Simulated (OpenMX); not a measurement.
CdS (Greenockite):

```
Cd S
1.0
     4.15000    0.00000    0.00000
    -2.07500    3.59401    0.00000
     0.00000    0.00000    6.73700
Cd S
2 2
Direct
  0.66667 0.33333 0.50000
  0.33333 0.66667 0.00000
  0.66667 0.33333 0.87500
  0.33333 0.66667 0.37500
```

Base run:

| Item | Value |
| --- | --- |
| Program | OpenMX 3.8.5 |
| Functional | PBE |
| Potentials or basis | OpenMX 2013 PBE set, Cd7.0-s3p2d2f1, S7.0-s3p2d2f1, grid cutoff 500 Ry |
| k mesh | 7 × 7 × 5 |
| Occupations | fermi-dirac, width 0.05 eV |
| Spin | no spin polarisation |

Its results: band gap on the k mesh 1.27 eV, direct; pressure 2.3 GPa; largest force 0.071 eV/Å.

The run is repeated on the same cell with these changes: functional from PBE to LDA; potentials or basis from OpenMX 2013 PBE set, Cd7.0-s3p2d2f1, S7.0-s3p2d2f1, grid cutoff 500 Ry to OpenMX 2013 LDA set, Cd7.0-s3p2d2, S7.0-s2p2d1f1, grid cutoff 500 Ry. What comes out?

Band gap on the k mesh 1.07 eV, direct; pressure -2.7 GPa; largest force 0.077 eV/Å.

Caveats: the basis of atomic orbitals isn't converged, which shifts pressures, moduli and gaps.

Not every run made on this cell is shown here.
